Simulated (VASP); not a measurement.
Runs of VASP 6.6.1 on GaN. It takes space group P6_3mc (No. 186, hexagonal). The conventional cell has a = 3.180 Å, b = 3.180 Å, c = 5.166 Å, α = 90.00°, β = 90.00°, γ = 120.00°. Ga (site symmetry 3m) has 4 N at 1.94 to 1.95 Å as nearest neighbours. N (site symmetry 3m) has 4 Ga at 1.94 to 1.95 Å as nearest neighbours. 

| level | potentials or basis | gap on the mesh (eV) | pressure (GPa) | relaxed volume (Å³/atom) | largest force (eV/Å) |
| --- | --- | --- | --- | --- | --- |
| PBE+D3(BJ) | VASP PAW PBE potentials, release 64 (Ga_d, N) | 1.85 | 0.1 | 11.52 | - |
| RPBE | VASP PAW PBE potentials, release 64 (Ga_d, N) | (a) | -0.1 | 12.03 | - |
| LDA | VASP PAW LDA potentials, release 64 (Ga_d, N) | 2.11 | 0.0 | 11.10 | 0.01 |
| PBE | VASP PAW PBE potentials, release 64 (Ga_d, N) | (c) | 0.1 | 11.75 | 0.01 |
| PBEsol | VASP PAW PBE potentials, release 64 (Ga_d, N) | 1.91 | 0.0 | 11.35 | 0.01 |
| rev-vdW-DF2 | VASP PAW PBE potentials, release 64 (Ga_d, N) | 1.80 | 0.0 | 11.57 | - |
| r2SCAN+rVV10 | VASP PAW PBE potentials, release 64 (Ga_d, N) | (b) | 0.0 | 11.36 | - |

Alike in all rows: task relaxation of cell and atoms; no spin polarisation; cell relaxed; k mesh 12 × 12 × 5; cutoff (eV) 600; smearing gaussian 0.03 eV.

Problem. Estimate the missing entries.

Solution. (a) 1.62; (b) 2.31; (c) 1.72.

Caveats: an odd mesh through Γ misses points on the zone boundary, where band edges often lie; the PAW data sets were made with another functional, which shifts forces and pressure a little (some runs).

A k mesh can miss the band edges, and the runs leave out spin-orbit coupling on Ga.

Not every run made on this cell is shown here.
